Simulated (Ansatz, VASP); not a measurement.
**ZrC in VASP and in Ansatz**

```
Zr C
1.0
     0.00000    2.51112    2.51112
     2.51112    0.00000    2.51112
     2.51112    2.51112    0.00000
Zr C
1 1
Direct
  0.50000 0.50000 0.50000
  0.75000 0.75000 0.75000
```

Change from the starting cell: volume scaled by 0.96.

Alike in both runs: task single point; functional PBE; k mesh 9 × 9 × 9; occupations fermi-dirac, width 0.05 eV; no spin polarisation.

```csv
,VASP,Ansatz
version,VASP 6.6.1,Ansatz 0.2.0
potentials or method,"VASP PAW PBE potentials, release 64 (Zr_sv, C)",Ansatz PAW
plane-wave cutoff (eV),520,420
valence electrons in the cell,16,16
```

VASP gave:

| Quantity | Value |
| --- | --- |
| gap on the k mesh at the Fermi level (eV) | 0.53 |
| least direct gap on the mesh (eV) | 0.53 |
| pressure (GPa) | 6.5 |

**Question.** Which values does Ansatz return?

**Answer.** gap on the k mesh at the Fermi level (eV): 0.53; least direct gap on the mesh (eV): 0.53; pressure (GPa): 6.4.

With one functional, cell and mesh, what is left measures potentials, basis and numerics.

Caveats: an odd mesh through Γ misses points on the zone boundary, where band edges often lie (VASP); odd divisions of the mesh miss points on the zone boundary, where band edges often lie, so the gap on the mesh can be too wide (Ansatz).
